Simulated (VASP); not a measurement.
A run of VASP 6.6.1:

File INCAR:

```
SYSTEM = P
  PREC = Accurate
  ENCUT = 520
  EDIFF = 1E-6
  ISMEAR = 0
  SIGMA = 0.05
  LREAL = .FALSE.
  LASPH = .TRUE.
  NELM = 100
  ALGO = Normal
  ISIF = 2
  LWAVE = .FALSE.
  LCHARG = .FALSE.
  GGA = PE
  IVDW = 12
  NBANDS = 8
```

The input KPOINTS:

```
Automatic mesh
0
G
  8 8 8
  0 0 0
```

The input POSCAR:

```
P
1.0
   -1.6117973500      1.6117973500      1.6117973500
    1.6117973500     -1.6117973500      1.6117973500
    1.6117973500      1.6117973500     -1.6117973500
P
1
Direct
    0.0000000000      0.0000000000      0.0000000000
```

Potentials or basis: VASP PAW PBE potentials, release 64 (P).

Run with:

```sh
$ cat potpaw_PBE.64/P/POTCAR > POTCAR
$ mpirun -np 1 vasp_std > vasp.out
```

Hardware: 1 thread of Intel(R) Xeon(R) Platinum 8488C (Sapphire Rapids), on a shared host.

**Question.** How long does it take, and how much memory?

**Answer.** Wall time 2.3 s on 1 thread of Intel(R) Xeon(R) Platinum 8488C (Sapphire Rapids), on a shared host, peak memory 0.14 GiB. Counts: scf iterations 9, k points 29.
